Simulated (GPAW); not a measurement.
# LiBr (Fm-3m): one start, several treatments of the self-energy, part 2 of 2

Aim: compare treatments of exchange, screening and correlation for the gap of LiBr (Fm-3m).

GPAW 26.7.0; PBE and many-body steps on it, plane waves. Known limits of the many-body steps: not at the basis limit; no spin-orbit coupling; coarse k mesh.

So far. Step 2 (Empty states on the mesh, 4×4×4 mesh, 383 bands): On this mesh the gap is 4.936 eV. Step 3 (G0W0, Godby-Needs plasmon pole): The gap on the mesh goes from 4.94 eV to 7.16 eV, a correction of +2.22 eV.

## (5) G0W0, extrapolated in the cutoff

This step: G0W0 on PBE, plane waves, PAW.

Contents of run.py:

```python
import json
import numpy as np
from gpaw.mpi import world
from gpaw.response.g0w0 import G0W0

gw = G0W0('full.gpw',
    filename='gw',
    kpts=[0],
    bands=(2, 6),
    ecut=250.0,
    integrate_gamma='WS',
    ppa=True,
    ecut_extrapolation=True)
gw.calculate()
res = {mode: {k: v for k, v in r.items() if k != 'sigma_eskwn'}
       for mode, r in gw.all_results.items()}

if world.rank == 0:
    with open('result.json', 'w') as f:
        json.dump(res, f, default=lambda x: x.tolist())
```

On the command line:

```console
$ mpirun -n 4 gpaw python run.py
```

Numbers of over 12 decimals in the logs are rounded to 6 here.

The log of the run:

```text
Using integrator: PointIntegrator
FrequencyGridDescriptor(from 0.000+0.000j to 0.000+27.211j eV, 2 points)
Nonperiodic BCs:  [False False False]
Using integrator: PointIntegrator
FrequencyGridDescriptor(from 0.000+0.000j to 0.000+27.211j eV, 2 points)
Nonperiodic BCs:  [False False False]
  ___  _ _ _
 |   || | | |
 | | || | | |
 |__ ||_____|
 |___|

BZ k-points: Symmetries present (total): 48

  [... matrices ...]
64 k-points: 4 x 4 x 4 Monkhorst-Pack grid + [1/8,1/8,1/8]
8 k-points in the irreducible part of the Brillouin zone
       k-points in crystal coordinates                weights
   0:     0.00000000    0.00000000    0.00000000          1/64
   1:     0.25000000    0.25000000    0.00000000          6/64
   2:     0.25000000    0.25000000    0.25000000          8/64
[...]
6:     0.50000000    0.50000000    0.25000000         24/64
   7:     0.50000000    0.50000000    0.50000000          4/64

Distributing spins, k-points and bands (1 x 1 x 4) over 4 processes
Number of blocks: 1

Quasi particle states:
k-points (IBZ indices): [0]
Band range: (2, 6)
  [... matrices ...]
Computational parameters:
Extrapolating to infinite plane wave cut-off using points at:
  215.443 eV
  231.120 eV
  250.000 eV
Number of bands: 373
Coulomb cutoff: None
Broadening: 0.1 eV

fxc modes: GW
Kernel: RPA
Using Godby-Needs plasmon-pole approximation:
  Fitting energy: i*E0, E0 = 1.000 Hartree
Summing all q:

Calculating screened Coulomb potential
No Coulomb truncation
FrequencyGridDescriptor(from 0.000+0.000j to 0.000+27.211j eV, 2 points)
Removing empty qpoint cache files...

Calculating chi0 body with:
    Ground state adapter containing:
    Number of spins: 1
    Number of kpoints: 64
    Number of irreducible kpoints: 8
[...]
Linear response parametrization:
    q_c: [0.0, 0.0, 0.0]
    Number of frequency points: 2
    Planewave cutoff: 250.0
    Number of bands: 373
    Number of planewaves: 339
    Broadening (eta): 1e-06
    comm.size: 4
    kncomm.size: 4
    blockcomm.size: 1

    Memory estimate of potentially large arrays:
        chi0_wGG: 3.507111 M / cpu
Integrating chi0 body.

Symmetries of q_c:
    Direct symmetries (Uq -> q): 48
    Indirect symmetries (TUq -> q): 0
In total 48 allowed symmetries.

  [... matrices ...]
8 groups of equivalent kpoints. 87.5% reduction.

Integral kind: response function
Integrating chi0 head and wings.

Symmetries of q_c:
    Direct symmetries (Uq -> q): 48
    Indirect symmetries (TUq -> q): 0
In total 48 allowed symmetries.

  [... matrices ...]
8 groups of equivalent kpoints. 87.5% reduction.

Integral kind: response function wings

Calculating chi0 body with:
    Ground state adapter containing:
    Number of spins: 1
    Number of kpoints: 64
    Number of irreducible kpoints: 8
    Number of completely occupied states: 4
    Number of partially occupied states: 4
    Occupied states memory: 0.84375 M / cpu

    Linear response parametrization:
[... the further q-points ...]
Extrapolating selfenergy to infinite energy cutoff:
  Performing linear fit to 3 points
  Warning: Bad quality of linear fit for some (n,k).
           Higher cutoff might be necessary.
  Minimum R^2 = 0.6547. (R^2 Should be close to 1)
  [... matrices ...]
Results:
f:      Occupation numbers
eps:     KS-eigenvalues [eV]
vxc:     KS vxc [eV]
exx:     Exact exchange [eV]
sigma:   Self-energies [eV]
dsigma:  Self-energy derivatives
Z:       Renormalization factors
qp:      QP-energies [eV]

k-point 0 (0): (0.000, 0.000, 0.000)                GW
band       f     eps     vxc     exx   sigma  dsigma       Z      qp
                                                                   GW
   2   1.000   0.844 -16.264 -19.872   1.382  -0.230   0.813  -0.965
   3   1.000   0.844 -16.264 -19.872   1.382  -0.230   0.813  -0.965
   4   0.000   5.781 -10.392  -6.204  -3.579  -0.184   0.844   6.295
   5   0.000  11.387  -9.104  -4.408  -3.844  -0.193   0.838  12.101
```

The job ended after 4.3 min (4 MPI ranks of Arm Neoverse V1, shared host; peak memory 1.5 GiB).

This step gave:

| Item | Value |
| --- | --- |
| quasiparticle gap on the points computed | 7.260 eV |
| least direct quasiparticle gap on the computed points | 7.260 eV |
| Z at the valence top | 0.8129 |
| Z at the conduction bottom | 0.8443 |
| starting gap on the mesh | 4.936 eV |
| k of the valence top | 0, 0, 0 |
| k of the conduction bottom | 0, 0, 0 |
| gaps at the cutoffs of the extrapolation | 7.206, 7.211, 7.217 eV |

Against G0W0 in GPAW (4×4×4 mesh, 173 bands, screening to 150 eV, Godby-Needs plasmon pole), the gap moves by +0.102 eV.

## (6) One-shot PBE0

This step: one-shot PBE0 levels on PBE orbitals, plane waves, PAW.

Contents of run.py:

```python
import json
import numpy as np
from gpaw.mpi import world
from gpaw.hybrids.eigenvalues import non_self_consistent_eigenvalues

dft, vxc, vxc_hyb = non_self_consistent_eigenvalues('full.gpw', 'PBE0', 2, 6, kpt_indices=[0])
res = {'dft': dft[0], 'hybrid': (dft - vxc + vxc_hyb)[0]}
if world.rank == 0:
    with open('hybrid.txt', 'w') as f:
        for k, e0, e1 in zip([0], res['dft'], res['hybrid']):
            print(k, ' '.join(f'{x:9.4f}' for x in e0), '|', ' '.join(f'{x:9.4f}' for x in e1), file=f)

if world.rank == 0:
    with open('result.json', 'w') as f:
        json.dump(res, f, default=lambda x: x.tolist())
```

On the command line:

```console
$ mpirun -n 4 gpaw python run.py
```

The log of the run:

```text
IBZ(<points: 8, symmetries: 48>)
Occupied bands: 4
Transforming wave functions from IBZ to BZ: 0.024 seconds
Distributing wave functions and iFFT-ing to real space: 0.075 seconds
Calculating eigenvalues:
  k-points: 1
  Bands: 2-5 (inclusive)
  Seconds: 0.250 (wave-function broadcasting: 0.003 seconds)
HSE06-eigenvalue shifts:
  min: -1.243 eV
  ave: -0.252 eV
  max: 0.815 eV
```

Wall time 3.3 s (4 MPI ranks); peak memory 0.46 GiB.

This step gave:

```
starting gap on the mesh                       : 4.936 eV
hybrid gap on the mesh                         : 6.841 eV
least direct hybrid gap on the computed points : 6.841 eV
```

## (7) G0W0, full frequency, Hilbert transform

This step: G0W0 on PBE, plane waves, PAW.

Contents of run.py:

```python
import json
import numpy as np
from gpaw.mpi import world
from gpaw.response.g0w0 import G0W0

gw = G0W0('full.gpw',
    filename='gw',
    kpts=[0],
    bands=(2, 6),
    ecut=150,
    nbands=173,
    integrate_gamma='WS',
    frequencies={'type': 'nonlinear', 'domega0': 0.1, 'omega2': 15.0},
    eta=0.1,
    nblocksmax=True)
gw.calculate()
res = {mode: {k: v for k, v in r.items() if k != 'sigma_eskwn'}
       for mode, r in gw.all_results.items()}

if world.rank == 0:
    with open('result.json', 'w') as f:
        json.dump(res, f, default=lambda x: x.tolist())
```

On the command line:

```console
$ mpirun -n 4 gpaw python run.py
```

The log of the run:

```text
Using integrator: PointIntegrator
NonLinearFrequencyDescriptor(from 0.000 to 165.131 eV, 298 points)
Nonperiodic BCs:  [False False False]
Using integrator: PointIntegrator
NonLinearFrequencyDescriptor(from 0.000 to 165.131 eV, 298 points)
Nonperiodic BCs:  [False False False]
  ___  _ _ _
 |   || | | |
 | | || | | |
 |__ ||_____|
 |___|

BZ k-points: Symmetries present (total): 48

  [... matrices ...]
64 k-points: 4 x 4 x 4 Monkhorst-Pack grid + [1/8,1/8,1/8]
8 k-points in the irreducible part of the Brillouin zone
       k-points in crystal coordinates                weights
[...]
Results:
f:      Occupation numbers
eps:     KS-eigenvalues [eV]
vxc:     KS vxc [eV]
exx:     Exact exchange [eV]
sigma:   Self-energies [eV]
dsigma:  Self-energy derivatives
Z:       Renormalization factors
qp:      QP-energies [eV]

k-point 0 (0): (0.000, 0.000, 0.000)                GW
band       f     eps     vxc     exx   sigma  dsigma       Z      qp
                                                                   GW
   2   1.000   0.844 -16.264 -19.872   1.609  -0.233   0.811  -0.777
   3   1.000   0.844 -16.264 -19.872   1.609  -0.233   0.811  -0.777
   4   0.000   5.781 -10.392  -6.204  -3.404  -0.176   0.850   6.447
   5   0.000  11.387  -9.104  -4.408  -3.756  -0.266   0.790  12.129
```

Run time: 81 s. Hardware: 4 MPI ranks; peak memory 1.5 GiB.

Numbers from this step:

```
G0W0 gap on the points computed              : 7.224 eV
least direct G0W0 gap on the computed points : 7.224 eV
starting gap on the mesh                     : 4.936 eV
k of the valence top                         : 0, 0, 0
k of the conduction bottom                   : 0, 0, 0
```

Against G0W0 in GPAW (4×4×4 mesh, 173 bands, screening to 150 eV, Godby-Needs plasmon pole), the gap moves by +0.066 eV.

## (8) The runs together

Times are wall times on 4 MPI ranks of Arm Neoverse V1, shared host, good to a factor of about two.

```
                                    run   mesh  bands  screening cutoff (eV)  DFT gap (eV)  gap on the mesh (eV)  direct (eV)     time
         G0W0, Godby-Needs plasmon pole  4×4×4    173                    150         4.936                 7.158        7.158     31 s
                         one-shot HSE06  4×4×4      -                      -         4.936                 6.053        6.053    3.4 s
       G0W0, extrapolated in the cutoff  4×4×4      -                    250         4.936                 7.260        7.260  4.3 min
                          one-shot PBE0  4×4×4      -                      -         4.936                 6.841        6.841    3.3 s
G0W0, full frequency, Hilbert transform  4×4×4    173                    150         4.936                 7.224        7.224     81 s
```

## (9) What came out

```yaml
g0w0_godby_needs_plasmon_pole: 7.158 eV
one_shot_hse06: 6.053 eV
g0w0_extrapolated_in_the_cutoff: 7.260 eV
one_shot_pbe0: 6.841 eV
g0w0_full_frequency_hilbert_transform: 7.224 eV
known_limits: not at the basis limit; no spin-orbit coupling; coarse k mesh
```

One-shot HSE06: −1.104 eV against G0W0, Godby-Needs plasmon pole. G0W0, extrapolated in the cutoff: +0.102 eV against G0W0, Godby-Needs plasmon pole, at other bands or cutoff, so not like for like. One-shot PBE0: −0.317 eV against G0W0, Godby-Needs plasmon pole. G0W0, full frequency, Hilbert transform: +0.066 eV against G0W0, Godby-Needs plasmon pole. One-shot hybrid levels are evaluated on the PBE orbitals. Bands and cutoff are finite, so the gap is not at the basis limit. The miss can reach some tenths of an eV and take either sign; the mesh is an error of its own. These stock PAW sets were not made for GW; the filled d or f shell of Br lies in the frozen core, which bears on start and correction. In the G0W0 runs levels were corrected at 1 k point alone, so a gap called «on the mesh» is the least over those, and an edge elsewhere would be missed. The program warns of a poor linear fit in the extrapolation of some level, so the extrapolated values are rough. The 4×4×4 mesh is coarse for this cell, which bears on the long-range parts of exchange and screening. The many-body steps are scalar-relativistic: spin-orbit coupling is not in them.

[Paths, hosts, dates, memory and timing lines, banners, echoed tables and standing remarks are left out of the program output.]

[Logs are printed without paths, hosts, clocks, repeated set-up lines and the standing remarks that a program may print on its own settings, such as how far it seeks lower states.]

[Runs of the session that timed out or met a known fault of the program may be left out.]

[Hosts, paths, dates, database ids (printed as entryN), source tags and the programs' standing remarks are cut or masked in the printed files.]
